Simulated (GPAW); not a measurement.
Crystal: ZrN.

```
Zr N
1.0
     0.00000    2.30000    2.30000
     2.30000    0.00000    2.30000
     2.30000    2.30000    0.00000
Zr N
1 1
Direct
  0.50000 0.50000 0.50000
  0.00000 0.00000 0.00000
```

| Item | Value |
| --- | --- |
| Program | GPAW 26.7.0 |
| Task | relaxation of cell and atoms |
| Functional | RPBE |
| Dispersion | D4 |
| Potentials or basis | the program's PAW data sets (release 1.2.1) made for this functional |
| Cutoff | 800 eV |
| Basis | pw |
| k mesh | 10 × 10 × 10 |
| Occupations | fermi-dirac, width 0.05 eV |
| Spin | no spin polarisation |

At the start: pressure -7.8 GPa; volume 12.17 Å³/atom.

Task: Where does the relaxation end?

Result: Over 3 steps the energy falls by 8.6 meV/atom and the volume is 11.76 Å³/atom (-3.3 %); space group Fm-3m (No. 225, to 0.05 Å).

Step by step:
| step | energy change (eV) | largest force (eV/Å) | pressure (GPa) | volume (Å³) |
| --- | --- | --- | --- | --- |
| 1 | 0.0000 | 0.0000 | -7.83 | 24.33 |
| 2 | -0.0114 | 0.0000 | -4.96 | 24.03 |
| 3 | -0.0172 | 0.0000 | 0.20 | 23.52 |

Final structure:
```xyz
2
Lattice="0.0000 2.2740 2.2740 2.2740 0.0000 2.2740 2.2740 2.2740 0.0000" Properties=species:S:1:pos:R:3 pbc="T T T"
Zr    2.2740    2.2740    2.2740
N     0.0000    0.0000    0.0000
```

Caveat: later steps reuse the first step's grids; pairwise dispersion overbinds metals, which lowers pressure and volume.
